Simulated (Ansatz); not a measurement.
# MgO, one cell by several methods

```
CELL_PARAMETERS angstrom
3.31458 0.00000 0.00000
-1.65729 2.87051 0.00000
0.00000 0.00000 5.12189
ATOMIC_POSITIONS crystal
Mg 0.33333 0.66667 0.99207
Mg 0.66667 0.33333 0.49207
O 0.33333 0.66667 0.38393
O 0.66667 0.33333 0.88393
```

Atom numbers follow the list: Mg1, Mg2, O3, O4.

The structure comes from a relaxation in the same program, started in the wurtzite type, and has space group P6_3mc. Whether it is a known phase or the ground state wasn't checked.

Levels of theory: DFT, PBE, PAW with Ansatz's default frozen-core files, scalar-relativistic (Ansatz 0.2.0); DFT, PBE, all-electron PAW with datasets made for the crystal, scalar-relativistic (Ansatz 0.2.0); DFT, PBE, all-electron LAPW, scalar-relativistic (Ansatz 0.2.0).

For PAW: a Γ-centred 15×15×8 k mesh, Fermi–Dirac smearing of 0.08 eV, cutoff 420 eV, no spin polarisation. The crystal-made all-electron datasets (AE datasets) take a cutoff of 360 eV at this cell. LAPW targets a basis error of 1 meV/atom. The Ansatz runs share mesh, smearing and spin set-up. Plane-wave (PAW) pressures include the program's estimate of the Pulay term.

Stress and pressure are positive in compression.

Levels count from the top of the valence band.

```tsv
quantity	PAW	AE datasets	LAPW
pressure (GPa)	-0.01	0.01	0.01
band gap (eV)	3.412	3.404	3.405
highest filled level at A (eV)	-0.452	-0.452	-0.452
lowest empty level at A (eV)	5.848	5.842	5.842
highest filled level at L (eV)	-0.652	-0.653	-0.653
lowest empty level at L (eV)	7.333	7.325	7.326
field gradient Vzz at Mg1 (10²¹ V/m²)	0.53	0.55	–
field gradient Vzz at O3 (10²¹ V/m²)	-0.13	-0.13	–
```

PAW's pressure differs from the LAPW value by -0.02 GPa. Datasets made for the crystal and LAPW share parts of one code, so their agreement isn't an independent check.
